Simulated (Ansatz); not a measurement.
**How much does the functional matter for the cell of ZnS?**

The starting cell is an entry of the Crystallography Open Database (1963):

```xyz
4
Lattice="3.8110 0.0000 0.0000 -1.9055 3.3004 0.0000 0.0000 0.0000 6.2340" Properties=species:S:1:pos:R:3 pbc="T T T"
Zn    0.0000    2.2003    0.0000
Zn    1.9055    1.1001    3.1170
S     0.0000    2.2003    2.4001
S     1.9055    1.1001    5.5171
```

Atoms and cell were relaxed at zero pressure with plane-wave PAW DFT (Ansatz 0.2.0; one set of PAW datasets, made under PBE, for all functionals; 420 eV, r2SCAN 500 eV; 12×12×4 Γ-centred mesh, fermi-dirac occupations of width 0.020 eV; no spin polarisation, no spin-orbit coupling, no dispersion correction), keeping the symmetry (P6_3mc, No. 186).

Q: How do the functionals compare with each other and with the entry?

A: The relaxed conventional cells:

```tsv
functional	a (Å)	c (Å)	volume (Å³/atom)	formation energy (eV/atom)
LDA	3.738	6.143	18.58	-0.841
PBEsol	3.782	6.209	19.23	-0.819
PBE	3.846	6.304	20.19	-0.820
r2SCAN	3.807	6.248	19.61	-0.977
the entry	3.811	6.234	19.60	–
```

LDA gives the smallest volume and PBE the largest, 8.6 % more, the usual order, since LDA overbinds and PBE's gradient terms loosen the lattice. Against the entry's volume: LDA -5.2 %, PBEsol -1.9 %, PBE +3.0 %, r2SCAN +0.0 %. No verdict is drawn from this: the entry is old or was flagged in a check, so the entry may be off as well as the functionals. The formation energies span 0.16 eV an atom, lowest under r2SCAN.

Caveats: each relaxation keeps the start's symmetry, so a distorted cell may lie lower; computed cells are at 0 K with fixed nuclei, while the entry holds thermal expansion, often some tenths of a per cent in volume and more in soft crystals; formation energies are at zero smearing against the elements' usual phases under the same functional, gases as free molecules, uncorrected.
